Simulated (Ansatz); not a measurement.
# TiS2: a single-point run

Wanted: a converged single-point run for TiS2, and a check of what comes out. The structure is shown as the input types it.

Program: Ansatz 0.2.0. Level of theory: density functional or hybrid calculation with the settings of its input, plane waves (as first typed). These are calculated values, not measurements.

2 further runs of the same task are left out: 2 that didn't finish.

## (1) Starting point

Symmetry: P-3m1, No. 164, trigonal system. The conventional cell has a = 3.411 Å, b = 3.411 Å, c = 5.739 Å, α = 90.00°, β = 90.00°, γ = 120.00°. Around Ti (site symmetry -3m) lie 6 S at 2.42 Å. S (site symmetry 3m) is surrounded by 3 Ti at 2.42 Å.

As a file:

```
Ti S
1.0
     3.41060    0.00000    0.00000
    -1.70530    2.95367    0.00000
     0.00000    0.00000    5.73872
Ti S
1 2
Direct
  0.00000 0.00000 0.00000
  0.33333 0.66667 0.24491
  0.66667 0.33333 0.75509
```

## (2) Running it

Input file input.yaml:

```yaml
crystal:
  lattice:
    - [3.4106015668, 0.0, 0.0]
    - [-1.7053007834, 2.953667599, 0.0]
    - [0.0, 0.0, 5.7387203108]
  atoms:
    - { symbol: Ti, position: [0.0, 0.0, 0.0] }
    - { symbol: S, position: [0.3333333333, 0.6666666667, 0.244912313] }
    - { symbol: S, position: [0.6666666667, 0.3333333333, 0.755087687] }
kpoints:
  mp_grid: { grid: [6, 6, 4] }
hamiltonian:
  xc: pbe
scf:
  occupations: { method: fermi_dirac, width: 0.02 }
  n_extra_bands: 4
  mixing: { beta: 0.005 }
  max_iter: 91
output:
  forces: true
  stress: true
  eigenvalues: true
```

Launch:

```sh
ansatz run input.yaml --threads 4 --pin off --max-ram 3686MiB --backend cpu --events-out ev --progress --plain --runs-dir out
```

What happens when this is run?

This run ends as converged. That alone doesn't make the input a sound one.

In the input, scf.mixing.beta is 0.005. The risk: mixing too weak. Here it converged all the same; such a setting changes the road, not the converged state.

Run again and compare: delete scf.mixing.beta (the default then holds).
